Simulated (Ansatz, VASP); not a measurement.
## TePb: VASP beside Ansatz

```
Te Pb
1.0
     0.00000    3.22700    3.22700
     3.22700    0.00000    3.22700
     3.22700    3.22700    0.00000
Te Pb
1 1
Direct
  0.43028 0.56972 0.43028
  0.00000 0.00000 0.00000
```

Alike in both runs: task single point; functional PBE; k mesh 8 × 8 × 8; occupations gaussian, width 0.05 eV; no spin polarisation.

|  | VASP | Ansatz |
| --- | --- | --- |
| version | VASP 6.6.1 | Ansatz 0.2.0 |
| potentials or method | VASP PAW PBE potentials, release 64 (Te, Pb_d) | scalar-relativistic, plane waves, PAW |
| plane-wave cutoff (eV) | 520 | 420 |
| valence electrons in the cell | 20 | 30 |

|  | VASP | Ansatz | Ansatz less VASP |
| --- | --- | --- | --- |
| gap on the k mesh at the Fermi level (eV) | 1.24 | 1.24 | -0.005 |
| least direct gap on the mesh (eV) | 1.48 | 1.47 | -0.012 |
| pressure (GPa) | 5.1 | 5.1 | +0.03 |
| largest component of the traceless stress (GPa) | 6.00 | 5.96 | -0.038 |
| rms of the force components (eV/Å) | 0.845 | 0.840 | -0.0052 |

Atom by atom the forces differ by 0.005 eV/Å (rms over components). The two sets of potentials don't hold the same shells in valence.

Caveats: spin-orbit coupling is left out, which as a rule narrows the gap of such compounds by several tenths of an eV; forces of over 1 eV/Å show positions far from the minimum, so gaps and moduli don't describe the material at rest. A k mesh can miss the band edges.
